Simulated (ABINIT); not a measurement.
# Ag (Fm-3m) in ABINIT: equation of state

How stiff is Ag in PBEsol, and what volume does it want? The cell is scaled to several volumes.

Program: ABINIT 10.8.3 (patched build). These are calculated values, not measurements. Logs are shortened: lines on timing, memory, paths and dates and some standing lists are left out, and cuts for length are marked. The log counts tension as positive stress, the text compression.

## (1) The structure

Symmetry: Fm-3m, No. 225, cubic system. Conventional cell: a = 4.085 Å, b = 4.085 Å, c = 4.085 Å, α = 90.00°, β = 90.00°, γ = 90.00°. Ag (site symmetry m-3m) has 12 Ag at 2.89 Å as nearest neighbours.

## (2) Equation of state, PBEsol

Contents of run.abi:

```
# Datasets: one volume each
ndtset 7
getwfk -1
scalecart1 3*0.9795861087
scalecart2 3*0.9864848297
scalecart3 3*0.9932883884
scalecart4 3*1.0000000000
scalecart5 3*1.0066227096
scalecart6 3*1.0131594038
scalecart7 3*1.0196128224

# Pseudopotentials
pp_dirpath "./"
pseudos "Ag.upf"

# Structure
acell 3*1.0
rprim
     0.0000000000     3.8602380411     3.8602380411
     3.8602380411     0.0000000000     3.8602380411
     3.8602380411     3.8602380411     0.0000000000
ntypat 1
znucl 47
natom 1
typat 1
xred
     0.0000000000     0.0000000000     0.0000000000

# Plane-wave basis
ecut 41.0

# k points
kptopt 1
ngkpt 11 11 11
nshiftk 1
shiftk 0.0 0.0 0.0

# Exchange and correlation
ixc -116133

# Bands and occupations
nband 14
occopt 3
tsmear 0.00183747

# SCF cycle
nstep 100
tolvrs 1.0e-10

# Output
iomode 3
prtwf 1
prtden 0
prteig 0
prtebands 0
enunit 1
```

Potentials or basis: PseudoDojo NC SR PBEsol v0.4.1 standard.

The run is started by

```
abinit run.abi > log 2>&1
```

run.abo:

```text
.Version 10.8.3 of ABINIT
 DATASET    1 : space group Fm -3 m (#225); Bravais cF (face-center cubic)
================================================================================
 Values of the parameters that define the memory need for DATASET  1.
     intxc =       0    ionmov =       0      iscf =       7    lmnmax =       6
     lnmax =       6     mgfft =      32  mpssoang =       3    mqgrid =    3001
     natom =       1  nloc_mem =       1    nspden =       1   nspinor =       1
    nsppol =       1      nsym =      48    n1xccc =    2501    ntypat =       1
    occopt =       3   xclevel =       2
       mpw =        1375          nfft =       32768          nkpt =          56
================================================================================
================================================================================
[... 61 lines left out ...]
 DATASET    7 : space group Fm -3 m (#225); Bravais cF (face-center cubic)
================================================================================
 Values of the parameters that define the memory need for DATASET  7.
     intxc =       0    ionmov =       0      iscf =       7    lmnmax =       6
     lnmax =       6     mgfft =      36  mpssoang =       3    mqgrid =    3001
     natom =       1  nloc_mem =       1    nspden =       1   nspinor =       1
    nsppol =       1      nsym =      48    n1xccc =    2501    ntypat =       1
    occopt =       3   xclevel =       2
       mpw =        1550          nfft =       46656          nkpt =          56
================================================================================
================================================================================

--------------------------------------------------------------------------------
------------- Echo of variables that govern the present computation ------------
--------------------------------------------------------------------------------
 -outvars: echo values of preprocessed input variables --------
            acell      1.0000000000E+00  1.0000000000E+00  1.0000000000E+00 Bohr
              amu      1.07868200E+02
             ecut      4.10000000E+01 Hartree
           enunit           1
           getwfk          -1
                       outvar_i_n : Printing only first  50 k-points.
              ixc     -116133
           jdtset        1    2    3    4    5    6    7
                       outvar_i_n : Printing only first  50 k-points.
         kptrlatt       11    0    0      0   11    0      0    0   11
          kptrlen1     5.88253320E+01
          kptrlen2     5.92396086E+01
          kptrlen3     5.96481705E+01
          kptrlen4     6.00512109E+01
          kptrlen5     6.04489126E+01
          kptrlen6     6.08414490E+01
          kptrlen7     6.12289846E+01
            natom           1
[... 47 lines left out ...]

 chkinp: Checking input parameters for consistency, jdtset=   1.

 chkinp: Checking input parameters for consistency, jdtset=   2.
[... 29 lines left out ...]
 getcut: wavevector=  0.0000  0.0000  0.0000  ngfft=  32  32  32
         ecut(hartree)=     41.000   => boxcut(ratio)=   2.07597

--- Pseudopotential description ------------------------------------------------
- pspini: atom type   1  psp file is ./Ag.upf
12 -116133 2 -1 1538                          pspcod,pspxc,lmax,lloc,mmax
     nproj     2     2     2

   5.25270417E+02                                ecore*ucvol(ha*bohr**3)
--------------------------------------------------------------------------------

================================================================================

--- !BeginCycle
iteration_state: {dtset: 1, }
solver: {iscf: 7, nstep: 100, nline: 4, wfoptalg: 0, }
tolerances: {tolvrs: 1.00E-10, }
...
[... 809 lines left out ...]
 getcut: wavevector=  0.0000  0.0000  0.0000  ngfft=  36  36  36
         ecut(hartree)=     41.000   => boxcut(ratio)=   2.24378

 getcut : COMMENT -
  Note that boxcut > 2.2 ; recall that boxcut=Gcut(box)/Gcut(sphere) = 2
  is sufficient for exact treatment of convolution.
  Such a large boxcut is a waste : you could raise ecut
  e.g. ecut=   51.604315 Hartrees makes boxcut=2

--------------------------------------------------------------------------------

-inwffil : will read wavefunctions from disk file runo_DS6_WFK.nc

================================================================================
[... 105 lines left out ...]
-Cartesian components of stress tensor (GPa)         [Pressure= -8.0637E+00 GPa]
- sigma(1 1)=  8.06367329E+00  sigma(3 2)=  0.00000000E+00
- sigma(2 2)=  8.06367329E+00  sigma(3 1)=  0.00000000E+00
- sigma(3 3)=  8.06367329E+00  sigma(2 1)=  0.00000000E+00

== END DATASET(S) ==============================================================
================================================================================

 -outvars: echo values of variables after computation  --------
            acell      1.0000000000E+00  1.0000000000E+00  1.0000000000E+00 Bohr
           etotal1    -1.5489811511E+02
           etotal2    -1.5489837388E+02
           etotal3    -1.5489841798E+02
           etotal4    -1.5489827547E+02
           etotal5    -1.5489797171E+02
           etotal6    -1.5489752789E+02
           etotal7    -1.5489696530E+02
            fcart1    -0.0000000000E+00 -0.0000000000E+00 -0.0000000000E+00
            fcart2    -0.0000000000E+00 -0.0000000000E+00 -0.0000000000E+00
            fcart3    -0.0000000000E+00 -0.0000000000E+00 -0.0000000000E+00
            fcart4    -0.0000000000E+00 -0.0000000000E+00 -0.0000000000E+00
            fcart5    -0.0000000000E+00 -0.0000000000E+00 -0.0000000000E+00
            fcart6    -0.0000000000E+00 -0.0000000000E+00 -0.0000000000E+00
            fcart7    -0.0000000000E+00 -0.0000000000E+00 -0.0000000000E+00
            rprim1     0.0000000000E+00  3.7814355613E+00  3.7814355613E+00
                       3.7814355613E+00  0.0000000000E+00  3.7814355613E+00
                       3.7814355613E+00  3.7814355613E+00  0.0000000000E+00
[... 17 lines left out ...]
                       3.9359482042E+00  3.9359482042E+00  0.0000000000E+00
           strten1    -1.5668680484E-04 -1.5668680484E-04 -1.5668680484E-04
                       0.0000000000E+00  0.0000000000E+00  0.0000000000E+00
           strten2    -5.6784147118E-05 -5.6784147118E-05 -5.6784147118E-05
                       0.0000000000E+00  0.0000000000E+00  0.0000000000E+00
           strten3     3.0019688057E-05  3.0019688057E-05  3.0019688057E-05
                       0.0000000000E+00  0.0000000000E+00  0.0000000000E+00
           strten4     1.0530787897E-04  1.0530787897E-04  1.0530787897E-04
                       0.0000000000E+00  0.0000000000E+00  0.0000000000E+00
           strten5     1.7027355705E-04  1.7027355705E-04  1.7027355705E-04
                       0.0000000000E+00  0.0000000000E+00  0.0000000000E+00
           strten6     2.2623286030E-04  2.2623286030E-04  2.2623286030E-04
                       0.0000000000E+00  0.0000000000E+00  0.0000000000E+00
           strten7     2.7407868421E-04  2.7407868421E-04  2.7407868421E-04
                       0.0000000000E+00  0.0000000000E+00  0.0000000000E+00
 Calculation completed.
```

Wall time 2.6 min (1 thread of Arm Neoverse V2, shared host); peak memory 0.11 GiB.

Results:

```yaml
Equilibrium_volume: 16.61 Å³/atom
Bulk_modulus: 121 GPa
Pressure_derivative_of_the_bulk_modulus: 6.0
```

Energy against volume, from the lowest point:
```
volume (Å³/atom)  energy (meV/atom)
          16.025               8.24
          16.366               1.20
          16.707               0.00
          17.048               3.88
          17.389              12.14
          17.730              24.22
          18.071              39.53
```

Caveat: pressures at fixed basis lie under the slope of the energies.
